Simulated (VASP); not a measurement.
## VASP 6.6.1 run: MgTe

INCAR

```
NBANDS = 16
ISMEAR = -1
LREAL = .FALSE.
EDIFF = 1E-7
LCHARG = .FALSE.
ENCUT = 150
SIGMA = 0.02
NELM = 63
PREC = Accurate
IBRION = -1
LASPH = .TRUE.
ISIF = 2
NSW = 0
LWAVE = .FALSE.
GGA = PE
```

KPOINTS

```
KPOINTS created by Atomic Simulation Environment
0
Gamma
6 6 4
0 0 0
```

POSCAR

```
Mg Te
 1.0000000000000000
     4.5776356482668819    0.0000000000000000   -0.0000000000000000
    -2.2888178241334409    3.9643487606683667    0.0000000000000000
    -0.0000000000000000   -0.0000000000000000    7.4550892569681482
 Mg  Te
   2   2
Cartesian
  0.0000000000000001  2.6428991737789116 -0.0045330819656569
  2.2888178241334414  1.3214495868894558  3.7230115465184168
  0.0000000000000000  2.6428991737789116  2.8001915533287125
  2.2888178241334414  1.3214495868894558  6.5277361818127870
```

The recommended PBE PAW datasets give the neutral cell 16 valence electrons.

Command

```
mpirun -np 1 vasp_std
```

OSZICAR

```
N       E                     dE             d eps       ncg     rms          rms(c)
DAV:   1     0.223949703856E+02    0.22395E+02   -0.25146E+03   672   0.280E+02
DAV:   2    -0.113078711095E+02   -0.33703E+02   -0.32243E+02   952   0.764E+01
DAV:   3    -0.131423830283E+02   -0.18345E+01   -0.18325E+01   808   0.187E+01
DAV:   4    -0.131656720760E+02   -0.23289E-01   -0.23288E-01   856   0.252E+00
DAV:   5    -0.131660901128E+02   -0.41804E-03   -0.41804E-03   816   0.283E-01    0.639E+00
DAV:   6    -0.128228171915E+02    0.34327E+00   -0.39600E-01   704   0.254E+00    0.442E+00
DAV:   7    -0.127840102498E+02    0.38807E-01   -0.38632E-01   840   0.252E+00    0.141E+00
DAV:   8    -0.127822460197E+02    0.17642E-02   -0.28487E-02   688   0.728E-01    0.185E-01
DAV:   9    -0.127824955879E+02   -0.24957E-03   -0.97154E-04   864   0.148E-01    0.574E-02
DAV:  10    -0.127826952505E+02   -0.19966E-03   -0.14121E-04   720   0.549E-02    0.292E-02
DAV:  11    -0.127827581700E+02   -0.62919E-04   -0.73732E-05   816   0.413E-02    0.252E-02
DAV:  12    -0.127827607810E+02   -0.26110E-05   -0.80627E-06   728   0.129E-02    0.294E-03
DAV:  13    -0.127827610629E+02   -0.28189E-06   -0.67330E-07   912   0.326E-03    0.432E-03
DAV:  14    -0.127827611931E+02   -0.13024E-06   -0.15204E-07   656   0.173E-03    0.649E-04
DAV:  15    -0.127827612480E+02   -0.54839E-07   -0.11367E-08   424   0.552E-04
   1 F= -.12782761E+02 E0= -.12782761E+02  d E =-.155788E-10
```

From OUTCAR

```
k-points           NKPTS =     21   k-points in BZ     NKDIM =     21   number of bands    NBANDS=     16

   NELECT =      16.0000    total number of electrons

   dimension x,y,z NGX =    18 NGY =   18 NGZ =   30
   dimension x,y,z NGXF=    36 NGYF=   36 NGZF=   60

  energy-cutoff  :      150.00
  volume of cell :      135.29
      direct lattice vectors                 reciprocal lattice vectors
     4.577635648  0.000000000  0.000000000     0.218453384  0.126124120  0.000000000
    -2.288817824  3.964348761  0.000000000     0.000000000  0.252248241  0.000000000
     0.000000000  0.000000000  7.455089257     0.000000000  0.000000000  0.134136556

 k-points in reciprocal lattice and weights: KPOINTS created by Atomic Simulation Env
   0.00000000  0.00000000  0.00000000       0.007
   0.16666667 -0.00000000  0.00000000       0.042
   0.33333333  0.00000000  0.00000000       0.042
   0.50000000  0.00000000  0.00000000       0.021
   0.16666667  0.16666667  0.00000000       0.042
   0.33333333  0.16666667  0.00000000       0.083
   0.33333333  0.33333333  0.00000000       0.014
   0.00000000  0.00000000  0.25000000       0.014
   ...

 E-fermi :   2.3059

 k-point     1 :       0.0000    0.0000    0.0000
  band No.  band energies     occupation
      1      -8.3170      2.00000
      2      -7.7204      2.00000
      3      -1.3413      2.00000
      4       1.4071      2.00000
      5       1.4071      2.00000
      6       1.8866      2.00000
      7       1.8866      2.00000
      8       1.8882      2.00000
      9       4.3338      0.00000
     10       4.8602      0.00000
     11       7.1632      0.00000
     12       7.1632      0.00000
     13       7.5176      0.00000
     14       8.1274      0.00000
     15       8.1274      0.00000
     16       9.1328      0.00000

 k-point     2 :       0.1667   -0.0000    0.0000
  band No.  band energies     occupation
      1      -8.2020      2.00000
      2      -7.6582      2.00000
      3      -1.1730      2.00000
      4       0.5615      2.00000
      5       0.9545      2.00000
      6       1.1770      2.00000
      7       1.7595      2.00000
      8       1.7846      2.00000
      9       5.2391      0.00000
     10       5.5853      0.00000
     11       6.8940      0.00000
     12       7.4676      0.00000
     13       7.5171      0.00000
     14       8.0848      0.00000
     15       8.1888      0.00000
     16       8.6915      0.00000

 k-point     3 :       0.3333    0.0000    0.0000
  band No.  band energies     occupation
      1      -7.9269      2.00000
      2      -7.5489      2.00000
      3      -0.9154      2.00000
      4      -0.3916      2.00000
      5      -0.1530      2.00000
      6       0.8225      2.00000
      7       1.3274      2.00000
      8       1.5592      2.00000
      9       5.2982      0.00000
     10       5.8167      0.00000
     11       6.4811      0.00000
     12       7.5252      0.00000
     13       7.7555      0.00000
     14       8.6941      0.00000
     15       8.8462      0.00000
     16       9.7409      0.00000

 ...

  Total        0.4422520      0.4422520      0.4274601      0.0000000      0.0000000      0.0000000
  in kB        5.2373848      5.2373848      5.0622112      0.0000000      0.0000000      0.0000000
  external PRESSURE =       5.1789936 kB  Pullay stress =       0.0000000 kB

 POSITION                                       TOTAL-FORCE (eV/Angst)
 -----------------------------------------------------------------------------------
      0.00000      2.64290      7.45056         0.000000     -0.000000     -0.001948
      2.28882      1.32145      3.72301        -0.000000      0.000000     -0.001948
      0.00000      2.64290      2.80019        -0.000000      0.000000      0.001948
      2.28882      1.32145      6.52774        -0.000000     -0.000000      0.001948
 -----------------------------------------------------------------------------------
    total drift:                               -0.000000     -0.000001     -0.000565

  FREE ENERGIE OF THE ION-ELECTRON SYSTEM (eV)
  ---------------------------------------------------
  free  energy   TOTEN  =       -12.7827612480 eV

  energy  without entropy=      -12.7827612480  energy(sigma->0) =      -12.78276125
```

It converged. Results: gap between bands v and c on the k mesh 2.45 eV; least direct gap on the k mesh 2.45 eV; pressure 0.5 GPa. Band v is the last that the valence electrons fill when counted band by band, and c is the next.

These settings aren't sound, so the numbers aren't properties of the crystal.

The fault: cutoff far too low.

On sound settings PBE gives a gap of 2.45 eV on its mesh and a pressure of 0.7 GPa for the intended cell. This run's energy (σ→0) differs from it by 6 meV an atom.

The run took about 11 s on one core of a shared host (Intel Xeon Platinum 8488C) and held 0.12 GiB at most.
